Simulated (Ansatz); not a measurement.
# ZnS (F-43m) in Ansatz: notebook

Runs on ZnS. Level: PBE. Tasks: single point.

Everything below comes from runs of Ansatz 0.2.0. Logs are shortened: lines on timing, memory, paths and dates and some standing lists are left out, and cuts for length are marked.

**Measured values to compare with.**

“Electronic, vibrational, and thermodynamic properties of ZnS (zincblende and rocksalt structure)”, 2009, arxiv:0911.5022 quotes, for a bulk crystal of ZnS at 19 K: band gap 3.85 eV (direct).

The results are compared with them further down.

### 1 The crystal as given

Symmetry: F-43m, No. 216, cubic system. The conventional cell has a = 5.404 Å, b = 5.404 Å, c = 5.404 Å, α = 90.00°, β = 90.00°, γ = 90.00°. Zn (site symmetry -43m) has 4 S at 2.34 Å as nearest neighbours. S (site symmetry -43m) is surrounded by 4 Zn at 2.34 Å.

### 2 Single point, PBE

input.yaml

```yaml
crystal:
  lattice:
    - [0.0, 2.702, 2.702]
    - [2.702, 0.0, 2.702]
    - [2.702, 2.702, 0.0]
  atoms:
    - { symbol: Zn, position: [0.75, 0.75, 0.75] }
    - { symbol: S, position: [0.0, 0.0, 0.0] }
kpoints:
  mp_grid: { grid: [4, 4, 4] }
scf:
  occupations: { method: fermi_dirac, width: 0.06 }
hamiltonian:
  xc: pbe
  pseudopotentials: { kind: all_electron, lapw: { basis_error: 0.002 } }
output:
  forces: true
  stress: true
  eigenvalues: true
```

Potentials or basis: all-electron LAPW, scalar-relativistic.

The run is started by

```bash
$ ansatz run input.yaml --threads 1 --pin off --max-ram 3072MiB --backend cpu --events-out ev --progress --plain --runs-dir out
```

The program printed:

```text
Warning: RAYON_NUM_THREADS=1 ignored (pool sized by the plan → 1); use --threads N
LAPW: plane waves up to 8.214 Å⁻¹, error target 2.0e-3 eV per atom; small_component_spin mean_spin; S in spheres of 1.034 Å, 14 of its electrons in bands, Dirac shells []; Zn in spheres of 1.306 Å, 20 of its electrons in bands, Dirac shells [] (how accurate: hamiltonian.pseudopotentials.lapw.basis_error, Limitations)
Engine: ansatz 0.2.0, aarch64-unknown-linux-gnu
Pseudopotentials: kind: all_electron
Pseudopotential: Zn, LAPW, valence charge 20, lapw/all_electron/scalar/gaussian/Zn, Koelling and Harmon's equation, gaussian nucleus
Pseudopotential: S, LAPW, valence charge 14, lapw/all_electron/scalar/gaussian/S, Koelling and Harmon's equation, gaussian nucleus
Functional definition: PBE
  parameter kappa = 0.804
  parameter beta = 0.06672455060314922
  exchange = pbe_x(kappa = kappa, mu = beta*pi^2/3)
  correlation = pbe_c(beta = beta)
Crystal: 2 atoms, lattice volume = 39.454 Å³
Basis set: ecut = 257.0423119802861 eV, 339 PW (Γ), exchange–correlation at level 2
Bands: 21, of which v1, the nominal top of the filled ones, is band 17 counted from 1 (16 counted from 0)
Symmetry: 24 space group operations
Space group: F-43m (ITA 216), of the structure as read, at distance tolerance 3.4e-5 Å
k-points: 8 of 64 (time reversal used)
Non-local potential: Zn, projectors of the file, none
Non-local potential: S, projectors of the file, none
Initial density: superposition of atomic densities (chi_scale 0.1, normalization cell, long waves kept (reshape's long-wave potential 0.00 eV rms))
Initial wavefunctions: plane waves of lowest kinetic energy (no species holds an atomic orbital)
Functional: x = pbe(κ = 0.804, μ = 0.2195149727645171), c = pbe(β = 0.06672455060314922)
iter 1 solved again at ethr=3.19e-3 eV; its pass at ethr=1.00e-1 eV (dr2=1.08e0 eV) is discarded
SCF iter   1: F=—  HF=-59737.729097 eV  |F-HF|=—  |Δ(HF+E_count)|=         —  Δρ=4.08e-2  dr2=1.09e0  ethr=3.19e-3  ⟨swp⟩=2.0  Hψ=1139  notcnv=0
preconditioner: auto → none  [insulator: Δε(μ)=2.380 eV  Ē_g=11.588 eV  σ=0.060 eV  W_gap=1.00  n_scr=14 (ndim 8)  ℏωp=25.1 eV  f_vac=0.110  D(μ)=0.00/eV (n_scr^D=0)  ε∞_Penn≈5.7]
iter 2 solved again at ethr=1.48e-4 eV; its pass at ethr=3.19e-3 eV (dr2=5.03e-2 eV) is discarded
SCF iter   2: F=—  HF=-59737.382065 eV  |F-HF|=—  |Δ(HF+E_count)|=   3.47e-1  Δρ=1.33e-2  dr2=5.02e-2  ethr=1.48e-4  ⟨swp⟩=2.0  Hψ=882  notcnv=0
SCF iter   3: F=—  HF=-59737.292331 eV  |F-HF|=—  |Δ(HF+E_count)|=   8.97e-2  Δρ=7.62e-3  dr2=1.59e-2  ethr=1.48e-4  ⟨swp⟩=3.0  Hψ=518  notcnv=0
SCF iter   4: F=—  HF=-59737.284348 eV  |F-HF|=—  |Δ(HF+E_count)|=         —  Δρ=3.79e-3  dr2=3.96e-3  ethr=4.69e-5  ⟨swp⟩=2.0  Hψ=462  notcnv=0
the basis was enlarged: its passes take 188.5 KiB over the memory plan, 1 of 1 planned eigensolver slots
SCF iter   5: F=—  HF=-59737.284737 eV  |F-HF|=—  |Δ(HF+E_count)|=   3.89e-4  Δρ=7.15e-4  dr2=1.36e-4  ethr=1.16e-5  ⟨swp⟩=2.0  Hψ=468  notcnv=0
SCF iter   6: F=—  HF=-59737.284808 eV  |F-HF|=—  |Δ(HF+E_count)|=   7.06e-5  Δρ=8.25e-5  dr2=1.87e-6  ethr=4.00e-7  ⟨swp⟩=2.6  Hψ=469  notcnv=0
SCF iter   7: F=-59737.284812 eV  HF=-59737.284812 eV  |F-HF|=7.66e-9  |Δ(HF+E_count)|=   3.57e-6  Δρ=4.52e-6  dr2=8.68e-9  ethr=5.49e-9  ⟨swp⟩=3.0  Hψ=501  notcnv=0
SCF 1 converged in 7 iterations: F = -59737.284812 eV  dr2 = 8.68e-9
SCF converged after 7 iterations
Free energy (F): -59737.284812 eV
Harris-Foulkes:  -59737.284812 eV  (|F-HF|=7.66e-9)
Internal energy: -59737.284812 eV  (E = F + TS)
E sigma→0 (E₀):  -59737.284812 eV
Fermi energy:    8.420169 eV
--- Per-component energies (eV) ---
  E_band       = -1879.517608
  E_kinetic    = 60684.956417
  E_xc         = -2649.080004
  E_electrostatic = -117773.161225  (all electrons and nuclei)
  E_smearing   = -0.000000  (= −TS)
  E_closure    = 0.000000  (closes the sum)
  E_atoms      = -59730.497347  (free atoms, spherical and without spin; not in F)
  Σ components = -59737.284812   (vs F -59737.284812, Δ=0.00e0)
  Basis errors (estimates in eV, not in F): energy 8.9e-4 per atom: plane waves 8.0e-4 (4.9e-4 summed), levels above the bands 1.3e-56, relativity 7.0e-8, radial functions 9.2e-5, core shells 1.3e-10; eigenvalues (radial functions only) 4.4e-6; not estimated: angular momenta, meshes, grids; target (lapw.basis_error) 2.0e-3; muffin-tin radii S 1.034 Å, Zn 1.306 Å
--- Forces (eV/Å), atoms counted from 1 ---
  atom   1  Zn    -0.00000000     0.00000000     0.00000000
  atom   2  S      0.00000000    -0.00000000     0.00000000
  max |Σ_I F_I| component: 2.78e-17 eV/Å
--- Stress (GPa, compression-positive) ---
        1.919426      -0.000000      -0.000000
       -0.000000       1.919426       0.000000
       -0.000000       0.000000       1.919426
  P = ⅓ Tr σ = 1.9194 GPa (19.194 kbar)
--- Band table (eV; the first three rows and the last of 8) ---
  k-point 0: bands = ["-197.2879", "-142.0593", "-142.0593", "-142.0593", "-117.5441", "-71.7135", "-71.7135", "-71.7135", "-5.8027", "0.9790", "0.9790", "0.9790", "1.4751", "1.4751", "7.3356", "7.3356", "7.3356", "9.4387", "13.6919", "13.6919", "13.6919"]
  k-point 1: bands = ["-197.2879", "-142.0593", "-142.0593", "-142.0593", "-117.5441", "-71.7136", "-71.7136", "-71.7136", "-5.3795", "1.0283", "1.0460", "1.0460", "1.4767", "1.4767", "4.4977", "6.8664", "6.8664", "10.7986", "14.2501", "14.3130", "14.3130"]
  k-point 2: bands = ["-197.2879", "-142.0593", "-142.0593", "-142.0593", "-117.5441", "-71.7137", "-71.7136", "-71.7136", "-4.8721", "1.0937", "1.0937", "1.5055", "1.5055", "1.6799", "2.0369", "6.4684", "6.4684", "10.6306", "14.2194", "14.2194", "16.1982"]
  k-point 7: bands = ["-197.2879", "-142.0593", "-142.0593", "-142.0593", "-117.5441", "-71.7137", "-71.7137", "-71.7136", "-4.5529", "1.1116", "1.2601", "1.4170", "1.4384", "1.8772", "2.7392", "4.5844", "4.6180", "13.0161", "13.3542", "15.1747", "15.5228"]
```

Wall time 2.7 s (1 thread of Arm Neoverse V2, shared host); peak memory 0.22 GiB.

What came out:

| Item | Value |
| --- | --- |
| Free energy | -59737.2848 eV |
| Pressure | 1.9 GPa |
| Band gap on the k mesh | 2.10 eV, direct |

Caveat: the k mesh is coarse (spacing up to 0.50 Å⁻¹), so the values aren't converged.

### 3 Single point, PBE

input.yaml

```yaml
crystal:
  lattice:
    - [0.0, 2.702, 2.702]
    - [2.702, 0.0, 2.702]
    - [2.702, 2.702, 0.0]
  atoms:
    - { symbol: Zn, position: [0.75, 0.75, 0.75] }
    - { symbol: S, position: [0.0, 0.0, 0.0] }
kpoints:
  mp_grid: { grid: [9, 9, 9] }
scf:
  occupations: { method: gaussian, width: 0.017 }
hamiltonian:
  xc: pbe
  pseudopotentials: { kind: all_electron, lapw: { basis_error: 0.001 } }
output:
  forces: true
  stress: true
  eigenvalues: true
```

Potentials or basis: all-electron LAPW, scalar-relativistic.

The run is started by

```bash
$ ansatz run input.yaml --threads 1 --pin off --max-ram 3072MiB --backend cpu --events-out ev --progress --plain --runs-dir out
```

The program printed:

```text
Warning: RAYON_NUM_THREADS=1 ignored (pool sized by the plan → 1); use --threads N
LAPW: plane waves up to 8.579 Å⁻¹, error target 1.0e-3 eV per atom; small_component_spin mean_spin; S in spheres of 1.038 Å, 14 of its electrons in bands, Dirac shells []; Zn in spheres of 1.302 Å, 20 of its electrons in bands, Dirac shells [] (how accurate: hamiltonian.pseudopotentials.lapw.basis_error, Limitations)
[... 9 set-up lines as earlier in the session ...]
Crystal: 2 atoms, lattice volume = 39.454 Å³
Basis set: ecut = 280.44215469609446 eV, 411 PW (Γ), exchange–correlation at level 2
Bands: 21, of which v1, the nominal top of the filled ones, is band 17 counted from 1 (16 counted from 0)
[... 2 set-up lines as earlier in the session ...]
k-points: 35 of 729 (time reversal used)
[... 3 set-up lines as earlier in the session ...]
[... 16 lines left out ...]
Harris-Foulkes:  -59737.332270 eV  (|F-HF|=6.84e-9)
Internal energy: -59737.332270 eV  (E = F + TS)
E sigma→0 (E₀):  -59737.332270 eV
Fermi energy:    8.366700 eV
--- Per-component energies (eV) ---
  E_band       = -1880.246063
  E_kinetic    = 60684.782288
  E_xc         = -2648.997923
  E_electrostatic = -117773.116634  (all electrons and nuclei)
  E_smearing   = -0.000000  (= −TS)
  E_closure    = 0.000000  (closes the sum)
  E_atoms      = -59730.497347  (free atoms, spherical and without spin; not in F)
  Σ components = -59737.332270   (vs F -59737.332270, Δ=0.00e0)
  Basis errors (estimates in eV, not in F): energy 4.6e-4 per atom: plane waves 4.1e-4 (2.4e-4 summed), levels above the bands 0.0e0, relativity 2.4e-8, radial functions 4.6e-5, core shells 1.5e-10; eigenvalues (radial functions only) 1.2e-6; not estimated: angular momenta, meshes, grids; target (lapw.basis_error) 1.0e-3; muffin-tin radii S 1.038 Å, Zn 1.302 Å
--- Forces (eV/Å), atoms counted from 1 ---
  atom   1  Zn    -0.00000000     0.00000000     0.00000000
  atom   2  S      0.00000000    -0.00000000     0.00000000
  max |Σ_I F_I| component: 3.24e-17 eV/Å
--- Stress (GPa, compression-positive) ---
        1.611397       0.000000       0.000000
        0.000000       1.611397       0.000000
        0.000000       0.000000       1.611397
  P = ⅓ Tr σ = 1.6114 GPa (16.114 kbar)
--- Band table (eV; the first three rows and the last of 35) ---
  k-point 0: bands = ["-197.3488", "-142.1211", "-142.1211", "-142.1211", "-117.5446", "-71.7138", "-71.7138", "-71.7138", "-5.8293", "0.9762", "0.9762", "0.9762", "1.4754", "1.4754", "7.3103", "7.3103", "7.3103", "9.4229", "13.6831", "13.6831", "13.6831"]
  k-point 1: bands = ["-197.3488", "-142.1211", "-142.1211", "-142.1211", "-117.5446", "-71.7138", "-71.7138", "-71.7138", "-5.7364", "0.9765", "0.9931", "0.9931", "1.4739", "1.4739", "6.3799", "7.1920", "7.1920", "10.1281", "13.5907", "13.8883", "13.8883"]
  k-point 2: bands = ["-197.3488", "-142.1211", "-142.1211", "-142.1211", "-117.5446", "-71.7138", "-71.7138", "-71.7138", "-5.4857", "1.0050", "1.0327", "1.0327", "1.4751", "1.4751", "4.8589", "6.9175", "6.9175", "10.7467", "13.9866", "14.2498", "14.2498"]
  k-point 34: bands = ["-197.3488", "-142.1211", "-142.1211", "-142.1211", "-117.5446", "-71.7139", "-71.7139", "-71.7138", "-4.6086", "1.1059", "1.2383", "1.4002", "1.4625", "1.8253", "2.7612", "4.4195", "4.9424", "12.8815", "13.2159", "14.7942", "16.3074"]
```

It took 9.8 s on 1 thread of Arm Neoverse V2, shared host; peak memory 0.27 GiB.

What came out:

* Free energy: -59737.3323 eV
* Pressure: 1.6 GPa
* Band gap on the k mesh: 2.11 eV, direct

### 4 Against experiment

Step 3. A measured gap of ZnS is 3.85 eV (direct; 19 K; quoted in “Electronic, vibrational, and thermodynamic properties of ZnS (zincblende and rocksalt structure)”, 2009, arxiv:0911.5022); the calculated 2.11 eV misses it by -1.74 eV. The value is that of PBE, without temperature or zero-point motion. Semilocal functionals fall short of measured gaps as a rule.
